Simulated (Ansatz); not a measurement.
# PbF2 (model cell, started as rutile): a soft mode frozen in

Wanted: the energy along a soft mode of PbF2 (model cell, started as rutile) and the structure at the end.

Program: Ansatz 0.2.0. Level of theory: DFT PBEsol, scalar-relativistic, plane waves, PAW. Results are calculated unless marked as measured.

Report form: the programs' logs are mostly left out.

The structure was built from a prototype and need not be the compound's stable phase.

### Step 1. Starting point

The structure is tetragonal, space group P4_2/mnm (No. 136). Conventional cell: a = 5.596 Å, b = 5.596 Å, c = 3.888 Å, α = 90.00°, β = 90.00°, γ = 90.00°. Pb has 6 F at 2.44 to 2.47 Å nearest. Nearest to F lie 3 Pb at 2.44 to 2.47 Å. Farther neighbours and most contacts between anions are not listed.

### Step 2. Response at finite wavevector

The cell comes from relaxations at this level that are not shown. The mesh has a single point along some directions, so zone-edge points there are not solved. Linear response on a 1×1×2 q mesh gives force constants as far as a supercell of that size would, and the tensors from the zone-centre run are typed in so that the long-range dipole term is interpolated apart.

input.yaml reads:

```yaml
crystal:
  lattice:
    - [5.5955789177, 0.0, 0.0]
    - [0.0, 5.5955789177, 0.0]
    - [0.0, 0.0, 3.8880504769]
  atoms:
    - { symbol: Pb, position: [0.0, 0.0, 0.0] }
    - { symbol: Pb, position: [0.5, 0.5, 0.5] }
    - { symbol: F, position: [0.307730761, 0.307730761, 0.0] }
    - { symbol: F, position: [0.692269239, 0.692269239, 0.0] }
    - { symbol: F, position: [0.807730761, 0.192269239, 0.5] }
    - { symbol: F, position: [0.192269239, 0.807730761, 0.5] }
kpoints:
  mp_grid: { grid: [4, 4, 6] }
hamiltonian:
  xc: pbesol
scf:
  occupations: { method: fixed }
output:
  eigenvalues: true
phonons:
  method: dfpt
  qmesh: [1, 1, 2]
  temperatures: { t_max: 1000, t_step: 50 }
  qpath:
    path:
      - [[0.0, 0.0, 0.0], [0.0, 0.5, 0.0], [0.5, 0.5, 0.0], [0.0, 0.0, 0.0], [0.0, 0.0, 0.5], [0.0, 0.5, 0.5], [0.5, 0.5, 0.5], [0.0, 0.0, 0.5]]
      - [[0.0, 0.5, 0.0], [0.0, 0.5, 0.5]]
      - [[0.5, 0.5, 0.0], [0.5, 0.5, 0.5]]
    npoints: 10
  non_analytic_term:
    high_frequency_dielectric_tensor: [[3.0708, 0.0, 0.0], [0.0, 3.0708, 0.0], [0.0, 0.0, 3.2795]]
    born_effective_charges:
      - { species: Pb, tensor: [[2.8893, 0.4633, 0.0], [0.4633, 2.8893, 0.0], [0.0, 0.0, 3.5877]] }
      - { species: Pb, tensor: [[2.8893, -0.4633, 0.0], [-0.4633, 2.8893, 0.0], [0.0, 0.0, 3.5877]] }
      - { species: F, tensor: [[-1.4446, -0.9862, 0.0], [-0.9862, -1.4446, 0.0], [0.0, 0.0, -1.7939]] }
      - { species: F, tensor: [[-1.4446, -0.9862, 0.0], [-0.9862, -1.4446, 0.0], [0.0, 0.0, -1.7939]] }
      - { species: F, tensor: [[-1.4446, 0.9862, 0.0], [0.9862, -1.4446, 0.0], [0.0, 0.0, -1.7939]] }
      - { species: F, tensor: [[-1.4446, 0.9862, 0.0], [0.9862, -1.4446, 0.0], [0.0, 0.0, -1.7939]] }
    source: "zone-centre run at this cell"
```

Launch:

```bash
$ ansatz run input.yaml --threads 8 --pin off --max-ram 14336MiB --backend cpu --events-out ev --progress --plain --runs-dir out
```

It took 18 s on 8 threads of Arm Neoverse V2, shared host; peak memory 0.97 GiB; 2.2 min of CPU time.

Numbers from this step:

```
gap on the k-mesh                                             : 3.629 eV
volume per atom                                               : 20.29 Å³
sum-rule residual before enforcement                          : 2.00e-5 eV/Å²
point group                                                   : 4/mmm
highest optical mode at the zone centre (no LO-TO term)       : 371.3 cm⁻¹
lowest optical zone-centre mode                               : 39.56 cm⁻¹
lowest mode on the q mesh (acoustic modes at Γ apart)         : -59.57 cm⁻¹
highest frequency at a solved wavevector (no LO-TO term at Γ) : 371.3 cm⁻¹
```

Frequencies (cm⁻¹) solved at each irreducible wavevector; negative means imaginary. Frequencies by wavevector, by row:

| q in reciprocal lattice units | star | mode 1 | mode 2 | mode 3 | mode 4 | mode 16 | mode 17 | mode 18 |
| --- | --- | --- | --- | --- | --- | --- | --- | --- |
| 0 0 0 | 1 | 0 | 0 | 0 | 39.6 | 221.8 | 292.6 | 371.3 |
| 0 0 -0.5 | 1 | -59.6 | -59.6 | 65.6 | 65.6 | 226.1 | 328 | 328 |

Symmetry leaves 2 wavevectors to solve. The lowest mode among them, the acoustic zeros apart, lies at q = (0, 0, -0.5) and is imaginary, 59.6i cm⁻¹, so the energy falls along it.

### Step 3. The mode frozen in, largest atomic shift 0 Å

The mode followed lies at q = (0, 0, -0.5) with frequency 59.6i cm⁻¹ and is 2-fold degenerate, the softest among the wavevectors solved. At small amplitude the distorted cell has space group no. 63 by a symmetry search on the positions. The undistorted cell that holds it gives the zero of energy on the same k mesh.

System of this step: PbF2 (model cell, started as rutile). The structure is tetragonal, space group P4_2/mnm (No. 136). The conventional cell has a = 5.596 Å, b = 5.596 Å, c = 3.888 Å, α = 90.00°, β = 90.00°, γ = 90.00°. Pb has 6 F at 2.44 to 2.47 Å nearest. Nearest to F lie 3 Pb at 2.44 to 2.47 Å. Farther neighbours and most contacts between anions are not listed.

input.yaml reads:

```yaml
crystal:
  lattice:
    - [5.5955789177, 0.0, 0.0]
    - [0.0, 5.5955789177, 0.0]
    - [0.0, 0.0, 7.7761009538]
  atoms:
    - { symbol: Pb, position: [0.0, 0.0, 0.0] }
    - { symbol: Pb, position: [0.0, 0.0, 0.5] }
    - { symbol: Pb, position: [0.5, 0.5, 0.25] }
    - { symbol: Pb, position: [0.5, 0.5, 0.75] }
    - { symbol: F, position: [0.307730761, 0.307730761, 0.0] }
    - { symbol: F, position: [0.307730761, 0.307730761, 0.5] }
    - { symbol: F, position: [0.692269239, 0.692269239, 0.0] }
    - { symbol: F, position: [0.692269239, 0.692269239, 0.5] }
    - { symbol: F, position: [0.807730761, 0.192269239, 0.25] }
    - { symbol: F, position: [0.807730761, 0.192269239, 0.75] }
    - { symbol: F, position: [0.192269239, 0.807730761, 0.25] }
    - { symbol: F, position: [0.192269239, 0.807730761, 0.75] }
kpoints:
  mp_grid: { grid: [4, 4, 4] }
hamiltonian:
  xc: pbesol
scf:
  occupations: { method: gaussian, width: 0.02 }
output:
  forces: true
  stress: true
  eigenvalues: true
```

It took 2.1 s on 8 threads; peak memory 1.1 GiB; 15 s of CPU time.

Numbers from this step:

```
pressure                         : -0.003758 GPa
gap on the k-mesh                : 3.620 eV
energy from the undistorted cell : 0 meV/atom
```

At this level the gap is 3.62 eV on the k-mesh of the self-consistent run, which can miss the band edges.

### Step 4. The mode frozen in, largest atomic shift 0.22 Å

The atoms are moved along the unstable eigenvector, the largest shift by 0.22 Å, with the cell fixed.

input.yaml reads:

```yaml
crystal:
  lattice:
    - [5.5955789177, 0.0, 0.0]
    - [0.0, 5.5955789177, 0.0]
    - [0.0, 0.0, 7.7761009538]
  atoms:
    - { symbol: Pb, position: [-0.0066491173, 0.0066491173, 0.0] }
    - { symbol: Pb, position: [0.0066491173, -0.0066491173, 0.5] }
    - { symbol: Pb, position: [0.5, 0.5, 0.25] }
    - { symbol: Pb, position: [0.5, 0.5, 0.75] }
    - { symbol: F, position: [0.3270455334, 0.2884159886, 0.0] }
    - { symbol: F, position: [0.2884159886, 0.3270455334, 0.5] }
    - { symbol: F, position: [0.7115840114, 0.6729544666, 0.0] }
    - { symbol: F, position: [0.6729544666, 0.7115840114, 0.5] }
    - { symbol: F, position: [0.807730761, 0.192269239, 0.2782918138] }
    - { symbol: F, position: [0.807730761, 0.192269239, 0.7217081862] }
    - { symbol: F, position: [0.192269239, 0.807730761, 0.2217081862] }
    - { symbol: F, position: [0.192269239, 0.807730761, 0.7782918138] }
kpoints:
  mp_grid: { grid: [4, 4, 4] }
hamiltonian:
  xc: pbesol
scf:
  occupations: { method: gaussian, width: 0.02 }
output:
  forces: true
  stress: true
  eigenvalues: true
```

Elapsed: 2.5 s, on 8 threads; peak memory 1.1 GiB.

This step gave:

* pressure: -0.2499 GPa
* gap on the k-mesh: 3.666 eV
* energy from the undistorted cell: -1.934 meV/atom

The energy, extrapolated to zero smearing, is -1.93 meV/atom against the undistorted cell.

The run ends at a pressure of -0.25 GPa, with forces up to 0.16 eV/Å.

### Step 5. Energy along the mode, all amplitudes (two of the runs are shown above)

An imaginary frequency means negative curvature, so the energy should fall and then rise again as anharmonic terms take over.

Numbers from this step:

```
depth at the lowest point sampled  : 1.934 meV/atom
largest atomic shift at that point : 0.22 Å
```

The energy from the parent by largest atomic shift:

| largest atomic shift (Å) | energy from the parent (meV/atom) |
| --- | --- |
| 0.000 | 0 |
| 0.040 | -0.117 |
| 0.080 | -0.443 |
| 0.140 | -1.17 |
| 0.220 | -1.93 |
| 0.320 | -0.559 |
| 0.450 | 10.3 |

Displacement at unit largest shift by atom:

| atom | x (Å) | y (Å) | z (Å) | size |
| --- | --- | --- | --- | --- |
| Pb1 | -0.17 | 0.17 | 0.00 | 0.24 |
| Pb2 | 0.17 | -0.17 | 0.00 | 0.24 |
| Pb3 | 0.00 | 0.00 | 0.00 | 0.00 |
| Pb4 | 0.00 | 0.00 | 0.00 | 0.00 |
| F5 | 0.49 | -0.49 | 0.00 | 0.69 |
| F6 | -0.49 | 0.49 | 0.00 | 0.69 |
| F7 | 0.49 | -0.49 | 0.00 | 0.69 |
| F8 | -0.49 | 0.49 | 0.00 | 0.69 |
| F9 | 0.00 | 0.00 | 1.00 | 1.00 |
| F10 | 0.00 | 0.00 | -1.00 | 1.00 |
| F11 | 0.00 | 0.00 | -1.00 | 1.00 |
| F12 | 0.00 | 0.00 | 1.00 | 1.00 |

The lowest of the steps tried is at 0.22 Å, 1.93 meV/atom below the parent; the bottom of the well need not coincide with a step.

### Step 6. Relaxing from the distorted cell

Starting from the lowest point found, all atoms and the cell are let go, so that strain and other modes of the same symmetry can join in.

Changes to input.yaml since step 4:

```diff
@@ -23,3 +23,3 @@
 scf:
-  occupations: { method: gaussian, width: 0.02 }
+  occupations: { method: fixed }
 output:
@@ -28 +28,6 @@
   eigenvalues: true
+relax:
+  adjacent_minimum: "off"
+  f_tol: 0.002
+  max_steps: 120
+  cell: { stress_tol: 0.03 }
```

Run time: 37 s. Hardware: 8 threads; peak memory 1.1 GiB.

Relaxation path:

| step | energy less that of the first step (eV) | largest force component (eV/Å) | pressure (GPa) | volume (Å³) |
| --- | --- | --- | --- | --- |
| 1 | 0.0000 | 0.1100 | -0.25 | 243.47 |
| 2 | -0.0266 | 0.0495 | 0.09 | 240.16 |
| 3 | -0.0463 | 0.0337 | -0.10 | 237.32 |
| 4 | -0.0491 | 0.0278 | -0.05 | 236.64 |
| 5 | -0.0505 | 0.0037 | -0.02 | 236.43 |
| 6 | -0.0511 | 0.0018 | 0.01 | 236.24 |
| 7* | -0.0366 | 0.0018 | -0.12 | 236.24 |
| 8 | -0.0421 | 0.0032 | 0.03 | 234.71 |
| 9 | -0.0419 | 0.0043 | -0.04 | 234.76 |
| 10 | -0.0420 | 0.0002 | 0.00 | 234.74 |
| 11* | -0.0383 | 0.0002 | -0.02 | 234.74 |
| 12 | -0.0393 | 0.0004 | 0.00 | 234.43 |
| 13* | -0.0384 | 0.0004 | 0.00 | 234.43 |

Relaxation steps marked * repeat the geometry before them on a plane-wave basis chosen anew for their cell, so energy and pressure can jump there. Relaxation step 9 was tried and not accepted.

The run keeps the 8 symmetry operations that it works with, so distortions that break them were not tested.

| conventional cell, symmetrised | before | after | change |
| --- | --- | --- | --- |
| a (Å) | 7.913 | 7.723 | -2.4 % |
| b (Å) | 7.913 | 7.701 | -2.7 % |
| c (Å) | 7.776 | 7.883 | +1.4 % |
| volume (Å³/atom) | 20.29 | 19.54 | -3.7 % |

The atoms that moved most (Å, as changes of fractional coordinates times the final cell):

| atom | dx | dy | dz | length |
| --- | --- | --- | --- | --- |
| Pb1 | -0.106 | 0.106 | 0.000 | 0.150 |
| Pb2 | 0.106 | -0.106 | 0.000 | 0.150 |
| F6 | -0.075 | 0.081 | 0.000 | 0.111 |
| F5 | 0.081 | -0.075 | 0.000 | 0.111 |
| F7 | 0.075 | -0.081 | 0.000 | 0.111 |
| F8 | -0.081 | 0.075 | 0.000 | 0.111 |
| F11 | -0.025 | 0.025 | -0.099 | 0.105 |
| F9 | 0.025 | -0.025 | 0.099 | 0.105 |

Final coordinates:

```
Pb F
1.0
     5.45346    0.00773    0.00000
     0.00773    5.45346    0.00000
     0.00000    0.00000    7.88256
Pb F
4 8
Direct
  0.97393 0.02607 0.00000
  0.02607 0.97393 0.50000
  0.50000 0.50000 0.25000
  0.50000 0.50000 0.75000
  0.34196 0.27464 0.00000
  0.27464 0.34196 0.50000
  0.72536 0.65804 0.00000
  0.65804 0.72536 0.50000
  0.81226 0.18774 0.29090
  0.81226 0.18774 0.70910
  0.18774 0.81226 0.20910
  0.18774 0.81226 0.79090
```

This step gave:

```
pressure          : -0.004910 GPa
gap on the k-mesh : 3.716 eV
volume per atom   : 19.54 Å³
```

The distorted start has space group Cmcm; the relaxation ends in Cmcm.

### Step 7. What came out

| Quantity | Value |
| --- | --- |
| unstable mode of the parent | q = (0, 0, -0.5), 60i cm⁻¹ |
| depth at the lowest point sampled | 1.93 meV/atom |
| largest atomic shift at that point | 0.22 Å |
| space group reached (within 0.01 Å) | Cmcm |
| energy gained over the parent (first relaxation, on the mesh of the frozen mode) | 5.13 meV/atom |
| volume per atom, phase reached | 19.5 Å³ |
| gap on the k-mesh, phase reached | 3.72 eV |

**Reading.** Along this mode the structure falls into Cmcm, 5.13 meV/atom below the parent. At the parent's cell the well is 1.934 meV/atom deep on the steps tried, with its lowest point at a shift of 0.22 Å. Relaxing atoms and cell changes the gain by +3.20 meV/atom against the lowest step (energies at zero smearing). Most of the total comes from this relaxation. The modes of the phase reached were not computed on this path. Of the 3 patterns followed to their end from this parent, this one ends 13.5 meV/atom above the lowest, P4_12_12. Each path keeps the symmetry of its pattern, so a lower phase may lie along a pattern not tried. The q mesh is too sparse to interpolate, so only the solved wavevectors are given. The program warns that the interpolation holds no quadrupole term, so branches close to Γ can be off in this crystal. Spin-orbit coupling is left out, which can matter for the heavy elements here. The starting cell was built on a prototype and not taken from a measurement, so the phase need not exist.

[Logs are printed without paths, hosts, clocks, repeated set-up lines and the standing remarks that a program may print on its own settings, such as how far it seeks lower states.]

[Hosts, paths, dates, database ids (printed as entryN), source tags and the programs' standing remarks are cut or masked in the printed files.]
